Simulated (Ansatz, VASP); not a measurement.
# BP (BP (F-43m)): VASP beside Ansatz, part 2 of 2

Wanted: the spread between two codes on one cell, functional and k mesh. The cell is taken from a series of runs on this material, whose earlier steps may have relaxed, scaled, displaced or heated it; both programs get it as it stands.

VASP 6.6.1 and Ansatz 0.2.0.

So far: The starting structure; VASP: single point, r2SCAN, pair 1; Ansatz: single point, r2SCAN, pair 1; Differences.

### Step 5. VASP: single point, r2SCAN, pair 2

Level of this step: r2SCAN; plane waves and PAW (B, P) (VASP).

A single point gives forces, pressure and levels at one fixed geometry, so differences don't come from the geometry; what else differs is listed under the comparison. This pair takes another cell of the material, with 54 atoms against 2 for the pair before.

The input, INCAR:

```
SYSTEM = BP
PREC = Accurate
ENCUT = 460
EDIFF = 1E-06
NELM = 120
ISMEAR = -1
SIGMA = 0.01
LREAL = Auto
ALGO = Normal
METAGGA = R2SCAN
LASPH = .TRUE.
NBANDS = 152
LORBIT = 11
LWAVE = .FALSE.
LCHARG = .FALSE.
ISIF = 2
ISYM = 2
GGA_COMPAT = .FALSE.
EFERMI = MIDGAP
LMIXTAU = .TRUE.
NCORE = 2
```

The input, POSCAR:

```
BP
1.0
    0.0000000000      6.7024878823      6.7024878823
    6.7024878823      0.0000000000      6.7024878823
    6.7024878823      6.7024878823      0.0000000000
B P
27 27
Direct
    0.0000000000      0.0000000000      1.0000000000
    0.0000000000      0.0000000000      0.3333333333
    0.0000000000      0.0000000000      0.6666666667
    0.0000000000      0.3333333333      1.0000000000
    0.0000000000      0.3333333333      0.3333333333
    0.0000000000      0.3333333333      0.6666666667
    0.0000000000      0.6666666667      1.0000000000
    0.0000000000      0.6666666667      0.3333333333
    0.0000000000      0.6666666667      0.6666666667
    0.3333333333      0.0000000000      1.0000000000
    0.3333333333      0.0000000000      0.3333333333
    0.3333333333      0.0000000000      0.6666666667
    0.3333333333      0.3333333333      1.0000000000
    0.3333333333      0.3333333333      0.3333333333
    0.3333333333      0.3333333333      0.6666666667
    0.3333333333      0.6666666667      1.0000000000
    0.3333333333      0.6666666667      0.3333333333
    0.3333333333      0.6666666667      0.6666666667
    0.6666666667      0.0000000000      1.0000000000
    0.6666666667      0.0000000000      0.3333333333
    0.6666666667      0.0000000000      0.6666666667
    0.6666666667      0.3333333333      1.0000000000
    0.6666666667      0.3333333333      0.3333333333
    0.6666666667      0.3333333333      0.6666666667
    0.6666666667      0.6666666667      1.0000000000
    0.6666666667      0.6666666667      0.3333333333
    0.6666666667      0.6666666667      0.6666666667
    0.2500000000      0.2500000000      0.2500000000
    0.2500000000      0.2500000000      0.5833333333
    0.2500000000      0.2500000000      0.9166666667
    0.2500000000      0.5833333333      0.2500000000
    0.2500000000      0.5833333333      0.5833333333
    0.2500000000      0.5833333333      0.9166666667
    0.2500000000      0.9166666667      0.2500000000
    0.2500000000      0.9166666667      0.5833333333
    0.2500000000      0.9166666667      0.9166666667
    0.5833333333      0.2500000000      0.2500000000
    0.5833333333      0.2500000000      0.5833333333
    0.5833333333      0.2500000000      0.9166666667
    0.5833333333      0.5833333333      0.2500000000
    0.5833333333      0.5833333333      0.5833333333
    0.5833333333      0.5833333333      0.9166666667
    0.5833333333      0.9166666667      0.2500000000
    0.5833333333      0.9166666667      0.5833333333
    0.5833333333      0.9166666667      0.9166666667
    0.9166666667      0.2500000000      0.2500000000
    0.9166666667      0.2500000000      0.5833333333
    0.9166666667      0.2500000000      0.9166666667
    0.9166666667      0.5833333333      0.2500000000
    0.9166666667      0.5833333333      0.5833333333
    0.9166666667      0.5833333333      0.9166666667
    0.9166666667      0.9166666667      0.2500000000
    0.9166666667      0.9166666667      0.5833333333
    0.9166666667      0.9166666667      0.9166666667
```

The input, KPOINTS:

```
Points of the shifted mesh
1
Reciprocal
 0.2500000000  0.2500000000  0.2500000000 1
```

PAW data sets: B and P (PBE family, release 64).

The run is started by

```console
> mpirun -np 8 vasp_std
```

Numbers of over 12 decimals in the logs are rounded to 6 here.

The log of the run:

```text
[banner, memory and clock lines left out]
running    8 mpi-ranks, on    1 nodes
[...]
[... a notice as in an earlier step ...]

 LDA part: xc-table for (None), standard interpolation
 POSCAR, INCAR and KPOINTS ok, starting setup
[...]
entering main loop
       N       E                     dE             d eps       ncg     rms          rms(c)
DAV:   1     0.502930899489E+03    0.50293E+03   -0.91944E+04   304   0.119E+03
DAV:   2    -0.450560928411E+03   -0.95349E+03   -0.88960E+03   376   0.218E+02
DAV:   3    -0.510204915498E+03   -0.59644E+02   -0.58565E+02   368   0.510E+01
DAV:   4    -0.511508514863E+03   -0.13036E+01   -0.12915E+01   384   0.770E+00
[...]
DAV:  18    -0.458261421203E+03    0.17137E-04   -0.24917E-06   232   0.584E-03    0.193E-03
DAV:  19    -0.458261426119E+03   -0.49165E-05   -0.59235E-07   176   0.193E-03    0.453E-04
DAV:  20    -0.458261426741E+03   -0.62213E-06   -0.18414E-07   176   0.116E-03
   1 F= -.45826143E+03 E0= -.45826143E+03  d E =0.000000E+00
```

OUTCAR, selected parts (step 5):

```text
  Total       36.7568882     36.7568882     36.7568882      0.0000000      0.0000000      0.0000000
  in kB       97.7937753     97.7937753     97.7937753      0.0000000      0.0000000      0.0000000
  external PRESSURE =      97.7937753 kB  Pullay stress =       0.0000000 kB

 POSITION                                       TOTAL-FORCE (eV/Angst)
 -----------------------------------------------------------------------------------
      0.00000      0.00000      0.00000         0.000000      0.000000      0.000000
      2.23416      2.23416      0.00000         0.000000      0.000000      0.000000
      4.46833      4.46833      0.00000         0.000000      0.000000      0.000000
      2.23416      0.00000      2.23416         0.000000      0.000000      0.000000
      4.46833      2.23416      2.23416         0.000000      0.000000      0.000000
      6.70249      4.46833      2.23416         0.000000      0.000000      0.000000
      4.46833      0.00000      4.46833         0.000000      0.000000      0.000000
      6.70249      2.23416      4.46833         0.000000      0.000000      0.000000
      8.93665      4.46833      4.46833         0.000000      0.000000     -0.000000
      0.00000      2.23416      2.23416         0.000000      0.000000      0.000000
      2.23416      4.46833      2.23416         0.000000      0.000000      0.000000
      4.46833      6.70249      2.23416         0.000000     -0.000000      0.000000
      2.23416      2.23416      4.46833         0.000000      0.000000      0.000000
      4.46833      4.46833      4.46833         0.000000      0.000000      0.000000
[...]
-----------------------------------------------------------------------------------
    total drift:                                0.000002      0.000002      0.000002

  FREE ENERGIE OF THE ION-ELECTRON SYSTEM (eV)
  ---------------------------------------------------
  free  energy   TOTEN  =      -458.2614267414 eV

  energy  without entropy=     -458.2614267414  energy(sigma->0) =     -458.26142674

[... 3 further parts left out ...]
[key lines of the parts left out:]
E-fermi :   8.7668
```

The run ends at a pressure of 9.78 GPa.

### Step 6. Ansatz: single point, r2SCAN, pair 2

The same cell, functional, mesh and smearing now go to Ansatz.

The cell is taken from a series of runs on this material, whose earlier steps may have relaxed, scaled, displaced or heated it; both programs get it as it stands.

The input, input.yaml:

```yaml
crystal:
  lattice:
    - [0.0, 6.7024878823, 6.7024878823]
    - [6.7024878823, 0.0, 6.7024878823]
    - [6.7024878823, 6.7024878823, 0.0]
  atoms:
    - { symbol: B, position: [0.0, 0.0, 0.0] }
    - { symbol: P, position: [0.25, 0.25, 0.25] }
    - { symbol: B, position: [0.0, 0.0, 0.3333333333] }
    - { symbol: P, position: [0.25, 0.25, 0.5833333333] }
    - { symbol: B, position: [0.0, 0.0, 0.6666666667] }
    - { symbol: P, position: [0.25, 0.25, 0.9166666667] }
    - { symbol: B, position: [0.0, 0.3333333333, 0.0] }
    - { symbol: P, position: [0.25, 0.5833333333, 0.25] }
    - { symbol: B, position: [0.0, 0.3333333333, 0.3333333333] }
    - { symbol: P, position: [0.25, 0.5833333333, 0.5833333333] }
    - { symbol: B, position: [0.0, 0.3333333333, 0.6666666667] }
    - { symbol: P, position: [0.25, 0.5833333333, 0.9166666667] }
    - { symbol: B, position: [0.0, 0.6666666667, 0.0] }
    - { symbol: P, position: [0.25, 0.9166666667, 0.25] }
    - { symbol: B, position: [0.0, 0.6666666667, 0.3333333333] }
    - { symbol: P, position: [0.25, 0.9166666667, 0.5833333333] }
    - { symbol: B, position: [0.0, 0.6666666667, 0.6666666667] }
    - { symbol: P, position: [0.25, 0.9166666667, 0.9166666667] }
    - { symbol: B, position: [0.3333333333, 0.0, 0.0] }
    - { symbol: P, position: [0.5833333333, 0.25, 0.25] }
    - { symbol: B, position: [0.3333333333, 0.0, 0.3333333333] }
    - { symbol: P, position: [0.5833333333, 0.25, 0.5833333333] }
    - { symbol: B, position: [0.3333333333, 0.0, 0.6666666667] }
    - { symbol: P, position: [0.5833333333, 0.25, 0.9166666667] }
    - { symbol: B, position: [0.3333333333, 0.3333333333, 0.0] }
    - { symbol: P, position: [0.5833333333, 0.5833333333, 0.25] }
    - { symbol: B, position: [0.3333333333, 0.3333333333, 0.3333333333] }
    - { symbol: P, position: [0.5833333333, 0.5833333333, 0.5833333333] }
    - { symbol: B, position: [0.3333333333, 0.3333333333, 0.6666666667] }
    - { symbol: P, position: [0.5833333333, 0.5833333333, 0.9166666667] }
    - { symbol: B, position: [0.3333333333, 0.6666666667, 0.0] }
    - { symbol: P, position: [0.5833333333, 0.9166666667, 0.25] }
    - { symbol: B, position: [0.3333333333, 0.6666666667, 0.3333333333] }
    - { symbol: P, position: [0.5833333333, 0.9166666667, 0.5833333333] }
    - { symbol: B, position: [0.3333333333, 0.6666666667, 0.6666666667] }
    - { symbol: P, position: [0.5833333333, 0.9166666667, 0.9166666667] }
    - { symbol: B, position: [0.6666666667, 0.0, 0.0] }
    - { symbol: P, position: [0.9166666667, 0.25, 0.25] }
    - { symbol: B, position: [0.6666666667, 0.0, 0.3333333333] }
    - { symbol: P, position: [0.9166666667, 0.25, 0.5833333333] }
    - { symbol: B, position: [0.6666666667, 0.0, 0.6666666667] }
    - { symbol: P, position: [0.9166666667, 0.25, 0.9166666667] }
    - { symbol: B, position: [0.6666666667, 0.3333333333, 0.0] }
    - { symbol: P, position: [0.9166666667, 0.5833333333, 0.25] }
    - { symbol: B, position: [0.6666666667, 0.3333333333, 0.3333333333] }
    - { symbol: P, position: [0.9166666667, 0.5833333333, 0.5833333333] }
    - { symbol: B, position: [0.6666666667, 0.3333333333, 0.6666666667] }
    - { symbol: P, position: [0.9166666667, 0.5833333333, 0.9166666667] }
    - { symbol: B, position: [0.6666666667, 0.6666666667, 0.0] }
    - { symbol: P, position: [0.9166666667, 0.9166666667, 0.25] }
    - { symbol: B, position: [0.6666666667, 0.6666666667, 0.3333333333] }
    - { symbol: P, position: [0.9166666667, 0.9166666667, 0.5833333333] }
    - { symbol: B, position: [0.6666666667, 0.6666666667, 0.6666666667] }
    - { symbol: P, position: [0.9166666667, 0.9166666667, 0.9166666667] }
basis:
  ecutwfc: 500
  xc_grid: 2
hamiltonian:
  xc: r2scan
  pseudopotentials: { kind: paw, azcp: { folder: soft_1 } }
kpoints:
  mp_grid: { grid: [1, 1, 1], shift: [0.25, 0.25, 0.25] }
scf:
  occupations: { method: fermi_dirac, width: 0.01 }
  max_iter: 80
```

The run is started by

```console
> ansatz run input.yaml --threads 4 --pin off --max-ram 7536MiB --backend cpu --events-out ev --progress --plain --runs-dir out
```

The log of the run:

```text
[...]
Crystal: 54 atoms, lattice volume = 602.196 Å³
Basis set: ecut = 500 eV, 15353 PW (Γ), exchange–correlation on 144×144×144 points (8 copies of the dense FFT grid, shifted against one another)
Bands: 162, of which v1, the nominal top of the filled ones, is band 108 counted from 1 (107 counted from 0)
Symmetry: 162 space group operations
k-points: 1
[...]
SCF iter   7: F=-24741.365443 eV  HF=-24741.365443 eV  |F-HF|=1.43e-8  |Δ(HF+E_count)|=   9.80e-7  Δρ=3.19e-6  dr2=4.94e-8  dr2_τ=2.36e-9  ethr=2.79e-10  ⟨swp⟩=4.0  Hψ=306  notcnv=0
SCF 1 converged in 7 iterations: F = -24741.365443 eV  dr2 = 4.94e-8
[...]
SCF converged after 7 iterations
Free energy (F): -24741.365443 eV
[...]
Internal energy: -24741.365443 eV  (E = F + TS)
E sigma→0 (E₀):  -24741.365443 eV
Fermi energy:    10.652367 eV
[...]
```

### Step 7. Comparison

What differs besides the data sets and the points named for the pairs above, as far as they apply: the cutoff is 500 eV in Ansatz and 460 eV in VASP (PREC = Accurate, projectors in real space). Total energies have different zeros and are not compared.

The two programs side by side:

| quantity | Ansatz | VASP | difference |
| --- | --- | --- | --- |
| gap on the k mesh (eV) | 1.995 | 2.011 | -0.016 |

A gap on the mesh is an upper bound, since the band edges may lie between its points.

### Step 8. Results

```
difference in gap on the k mesh (single point, r2SCAN, pair 1) : -0.034 eV
difference in gap on the k mesh (single point, r2SCAN, pair 2) : -0.016 eV
```

The difference in gap on the k mesh is -0.034 eV (single point, r2SCAN, pair 1), within the 0.08 eV picked in this series as the mark of a large difference. How closely two codes agree says nothing of how well the functional describes the real material.

[Lines on the potential files, build, host, timing and source positions are cut from VASP's logs without a mark.]

[Logs are printed without paths, hosts, clocks, repeated set-up lines and the standing remarks that a program may print on its own settings, such as how far it seeks lower states.]

[Hosts, paths, dates, database ids (printed as entryN), source tags and the programs' standing remarks are cut or masked in the printed files.]
